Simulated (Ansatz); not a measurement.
CoO:

```xyz
2
Lattice="2.8563 0.0000 0.0000 -1.4281 2.4736 0.0000 0.0000 0.0000 2.7876" Properties=species:S:1:pos:R:3 pbc="T T T"
Co    0.0000    0.0000    0.0000
O     1.4281    0.8245    1.3938
```

Measurements of this composition are mostly on another form, of space group No. 225.

| Property | Result |
| --- | --- |
| Program | Ansatz 0.2.0 |
| Task | relaxation of cell and atoms |
| Functional | PBE |
| Dispersion | D3(BJ) |
| Potentials or basis | Ansatz PAW |
| Cutoff | 420 eV (not typed: the program's choice for these potentials) |
| k mesh | 11 × 11 × 10 |
| Occupations | fermi-dirac, width 0.05 eV |
| Spin | collinear spin, ferromagnetic start |
| Starting moments | [2.0, 0.0] μB |

At the start: volume 9.85 Å³/atom.

**Question.** Where does the relaxation end?

**Answer.** It ends after 8 steps and the volume is 9.23 Å³/atom (-6.3 %); space group P-6m2 (No. 187, to 0.05 Å); moment 3.00 μB per cell.

Step by step:
```tsv
step	energy change (eV)	largest force (eV/Å)	volume (Å³)
1	0.0000	0.0000	19.70
2	-0.0235	0.0000	19.36
3	-0.0508	0.0000	18.58
4	-0.0514	0.0000	18.50
5	-0.0515	0.0000	18.48
6	-0.0474	0.0000	18.48
7	-0.0476	0.0000	18.45
8	-0.0475	0.0000	18.45
```

Final structure:
```yaml
crystal:
  lattice:
    - [2.80146, 0.00000, 0.00000]
    - [-1.40073, 2.42613, 0.00000]
    - [0.00000, 0.00000, 2.71460]
  atoms:
    - { symbol: Co, position: [0.00000, 0.00000, 0.00000] }
    - { symbol: O, position: [0.66667, 0.33333, 0.50000] }
```

Caveat: the plane-wave basis is chosen anew once the cell has moved, so the energies of steps on either side of that aren't comparable; the pressure holds a Pulay correction of +0.8 GPa for the finite cutoff; a cell with one magnetic atom can't hold antiferromagnetic order, which such compounds often take; pairwise dispersion overbinds metals, which lowers pressure and volume.
